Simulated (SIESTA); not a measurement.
Ti:

```
Ti
1.0
     4.56737    0.00000    0.00000
    -2.28369    3.95546    0.00000
     0.00000    0.00000    2.82624
Ti
3
Direct
  0.66667 0.33333 0.50000
  0.33333 0.66667 0.50000
  0.00000 0.00000 0.00000
```

This isn't the form of Ti at room conditions, which is hcp.

Base run:

* Program: SIESTA 5.4.2
* Functional: PBEsol
* Potentials or basis: PseudoDojo 0.4 standard (PBEsol files)
* Basis: SZ (energy shift 0.003 Ry)
* Grid cutoff: 800 Ry
* Energy shift: 0.003 Ry
* k mesh: 7 × 7 × 9
* Occupations: fermi-dirac, width 0.05 eV
* Spin: no spin polarisation

Its results: band gap on the k mesh none (metal or under the smearing width); pressure -11.9 GPa.

Problem. The run is repeated on the same cell with these changes: basis from SZ (energy shift 0.003 Ry) to TZDP (energy shift 0.003 Ry; two zetas on semicore shells). What comes out?

Solution. Band gap on the k mesh none (metal or under the smearing width); pressure -3.7 GPa.

Caveats: the basis of atomic orbitals isn't converged, which shifts pressures, moduli and gaps; the basis has no polarisation orbitals (some runs).
